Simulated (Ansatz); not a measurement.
## Al₂O₃ — 27Al NMR of the central transition

Cell: a Materials Project structure (computed, not necessarily an observed phase), taken as it stands.

```cif
data_Al2O3
_symmetry_space_group_name_H-M 'P-31c'
_symmetry_Int_Tables_number 163
_cell_length_a 4.7931
_cell_length_b 4.7931
_cell_length_c 8.9666
_cell_angle_alpha 90.000
_cell_angle_beta 90.000
_cell_angle_gamma 120.000
loop_
_atom_site_label
_atom_site_type_symbol
_atom_site_symmetry_multiplicity
_atom_site_Wyckoff_symbol
_atom_site_fract_x
_atom_site_fract_y
_atom_site_fract_z
Al1 Al 4 f 0.3333 0.6667 0.9628
Al2 Al 2 c 0.3333 0.6667 0.2500
Al3 Al 2 b 0.0000 0.0000 0.0000
O O 12 i 0.0318 0.6766 0.1120
```

One atom of each set is listed.

Method: Kohn–Sham DFT in Ansatz, r2SCAN, plane waves and PAW (field gradients read without the response of the frozen cores, which leaves them typically 4 to 6 % off), scalar-relativistic, 500 eV cutoff, Γ-centred 6×6×3 k-points, Fermi–Dirac smearing 0.02 eV.

27Al has I = 5/2 and Q = 146.6 mb (Pyykkö 2018); at 21.1 T its Larmor frequency is ν₀ = 234.3 MHz. Only the quadrupole interaction is simulated: positions count from each site's isotropic chemical shift, and J coupling is left out, as are shift anisotropy and dipolar coupling, which fast spinning averages.

**Question.** What does the 27Al spectrum (fast magic-angle spinning) show for each site?

**Answer.** 

```json
{"site": "Al1", "first shell": "6 O at 1.83–1.99 Å", "C_Q (MHz)": "6.30", "η": "0.00", "P_Q (MHz)": "6.30", "δ_QIS (ppm)": "-4.33", "breadth (kHz)": "2.18"}
{"site": "Al2", "first shell": "6 O at 1.92 Å", "C_Q (MHz)": "-4.49", "η": "0.00", "P_Q (MHz)": "4.49", "δ_QIS (ppm)": "-2.20", "breadth (kHz)": "1.11"}
{"site": "Al3", "first shell": "6 O at 1.92 Å", "C_Q (MHz)": "2.89", "η": "0.00", "P_Q (MHz)": "2.89", "δ_QIS (ppm)": "-0.915", "breadth (kHz)": "0.460"}
```

δ_QIS = −(ν_Q²/30ν₀²)[I(I+1) − 3/4](1 + η²/3) × 10⁶ ppm with ν_Q = 3|C_Q|/[2I(2I−1)]; it falls as 1/B₀² in ppm, and the breadth as 1/B₀ in kHz.

An axis of threefold or higher order runs through Al1, Al2 and Al3, so V_zz lies along it and η is zero.
